## Squeezing stishovite with pencil and paper

Think of a crystal as a spring, and each further percent of volume should cost the same pressure. Think of its ions as fixed charges, and pulling them apart should weaken the electric field gradient at every nucleus. Stishovite, the dense rutile-type form of SiO₂, contradicts both pictures, yet two short rules still reproduce its behaviour well.

Calculated values. Ansatz 0.2.0, PBEsol, scalar-relativistic, no spin: SiO2 (P4_2/mnm, 6 atoms), measured cell (COD) scaled at fixed shape, 6 × 6 × 9 k points. LAPW has a basis error target of 1 meV/atom, all-electron PAW uses datasets made for each crystal, and PAW uses default frozen-core files at 420 eV. Pressure is positive in compression; largest Vzz is the field gradient of largest size among the nuclei.

| V/V(given) | volume (Å³/atom) | pressure, LAPW (GPa) | energy above the lowest row, LAPW (meV/atom) | largest Vzz, all-electron PAW (1e21 V/m^2) | largest Vzz, PAW (1e21 V/m^2) |
| --- | --- | --- | --- | --- | --- |
| 0.9400 | 7.30 | 27.22 | 44.7 | -9.90 | -10.14 |
| 0.9600 | 7.46 | 18.64 | 22.5 | -10.12 | -10.37 |
| 0.9800 | 7.61 | 10.89 | 8.2 | -10.33 | -10.59 |
| 0.9900 | 7.69 | 7.30 | 3.8 | -10.44 | -10.69 |
| 1.0100 | 7.85 | 0.65 | 0.0 | -10.65 | -10.91 |
| 1.0200 | 7.92 | -2.42 | 0.5 | -10.75 | -11.01 |
| 1.0400 | 8.08 | -8.12 | 5.6 | -10.96 | -11.22 |
| 1.0600 | 8.24 | -13.27 | 16.1 | -11.16 | -11.42 |

### Why the spring stiffens

Let s be V/V(given), the volume relative to the measured cell. Going from s = 0.96 to 0.94 adds 8.6 GPa (27.22 − 18.64). The equal step from 1.04 to 1.06 adds only 5.15 GPa of tension (13.27 − 8.12). The spring is stiffer when short than when long.

The reason lies in two forces of different reach. The attraction between ions of opposite charge changes slowly with distance, while the repulsion of overlapping electron shells changes fast. At rest they balance. On compression each further step raises the repulsion by more than the step before, and the attraction cannot keep up, so the resistance grows. On expansion the repulsion fades quickly, and much of the stiffness goes with it.

A simple pair picture shows how strong the effect should be. Take an attractive energy proportional to 1/r and a repulsive one proportional to 1/rⁿ. The bulk modulus K = −V dP/dV, the resistance to a relative change of volume, then starts to rise with pressure at the rate (n + 7)/3. Even in the softest limit, n close to 1, this rate is 8/3 and not zero, so within this picture stiffening is unavoidable. With n = 5 it is 4, with n = 8 it is 5: the rate depends only mildly on how hard the shells are. The picture does not single out 4, but it makes 4 a sensible first guess for a neighbouring ionic or partly covalent solid, even when its stiffness is quite different.

### From the rate to a rule

Write K = K₀ + 4P, where K₀ is the modulus and V₀ the volume at zero pressure. Inserting this in the definition of K and integrating gives

P = (K₀/4) [(V₀/V)⁴ − 1], or in terms of s, P = A/s⁴ − B, with K₀ = 4B.

Two known pressures fix A and B. The rows s = 0.99 and 1.02 lie on either side of zero pressure, and their values of 1/s⁴ are 1.0410 and 0.9238. Hence

A = (7.30 + 2.42)/0.1172 ≈ 82.9 GPa,
B = 82.9 × 1.0410 − 7.30 ≈ 79 GPa.

So K₀ is about 316 GPa, which means that the first percent of compression costs roughly 3 GPa. The pressure vanishes where s⁴ = A/B, at s ≈ 1.012.

Now predict the most compressed row, which played no part in fixing A and B. For s = 0.94, 1/s⁴ is 1.281, and the rule gives 82.9 × 1.281 − 79 ≈ 27.2 GPa, as in the table. Every other row is also met within 0.1 GPa. A constant K fixed by the same two rows would give 3 GPa too little at s = 0.94.

If the exponent is left free in a least-squares fit to all eight pressures, it comes out at 4.09. The table thus supports the fourth power over this range. It does not prove the pair picture behind it, since other force laws can give the same curvature.

### Where the pressure rule ends

Pull the crystal apart without limit and the true pressure must return to zero, because separated atoms no longer attract each other. The rule instead approaches −B, a constant tension of 79 GPa. It holds the stiffening but not the breaking of bonds, and should not be carried far beyond the largest volume in the table. Under much stronger compression it is expected to fail the other way and give too high a pressure: in the pair picture the rate (n + 7)/3 is only the starting value, and it falls towards (n + 3)/3 as the repulsion takes over.

The cells were also scaled rigidly, with atoms and cell shape keeping their proportions. At s = 0.94 this leaves a stress of 31 GPa along the tetragonal axis but 25 GPa across it, and the oxygen atoms feel forces. A crystal in a pressure cell would relax these strains and probably yield more easily. K₀ is therefore best read as the PBEsol stiffness of a rigidly scaled lattice without thermal motion.

### Energy as stored work

The energy is the work done against the pressure. Let x be the relative change of volume from V₀. Integrating the rule and keeping the first correction to the ideal spring gives

E ≈ ½ K₀V₀ x² (1 − 5x/3).

The prefactor ½ K₀V₀ is about 7.76 eV per atom. At s = 0.94, x is about −0.071: the ideal spring stores 39 meV per atom, and the correction lifts this to 44, against 44.7 in the table. Compression costs more than equal expansion, for the same reason as before. Because pressure is by definition minus the slope of the energy against volume, this agreement checks the shortened formula and the consistency of the two columns, but adds no new evidence about the forces.

The resting volume is better taken from the pressure than from the lowest energy. Near its minimum the energy is almost flat: the rows at s = 1.01 and 1.02 differ by only about half a meV per atom. The pressure runs steeply through zero between them and so places the minimum clearly.

### A gradient that grows as the ions part

Vzz measures how unevenly charge surrounds a nucleus. For fixed point charges it falls as 1/r³, that is as 1/V under uniform scaling. The table shows the reverse: the size of the largest Vzz grows in proportion to the volume. One row is enough for a rule. From s = 0.99,

|Vzz| ≈ (10.44/0.99) s ≈ 10.55 s, in 10²¹ V/m²,

which is within 0.2% of every all-electron PAW value.

Fixed point charges would do the opposite, so the shape of the electron cloud must matter, and it probably changes with the volume. Where values for each site are available, at s = 0.96 and 1.04, the largest gradient sits at oxygen. The same factor 1/r³ gives charge close to the nucleus great weight, so a small unevenness in oxygen's own valence shell can outweigh distant ions. Which orbitals produce the growth is not resolved here.

This rule is a local observation and is likely to travel less well than the pressure rule. Between the same two volumes the gradient at silicon shrinks slightly, from 1.97 to 1.92, so even within one crystal the proportionality belongs to oxygen. It cannot continue without end either, because a separated atom has a fixed gradient, whatever the volume around it. The frozen-core PAW values follow nearly the same proportionality but are about 2.4% larger. Their files were made with PBE, not PBEsol, and the shares of this mismatch, of the frozen core and of the cutoff in the difference are not separated here. The one row that sets the factor must therefore come from the same method as the values to be estimated.
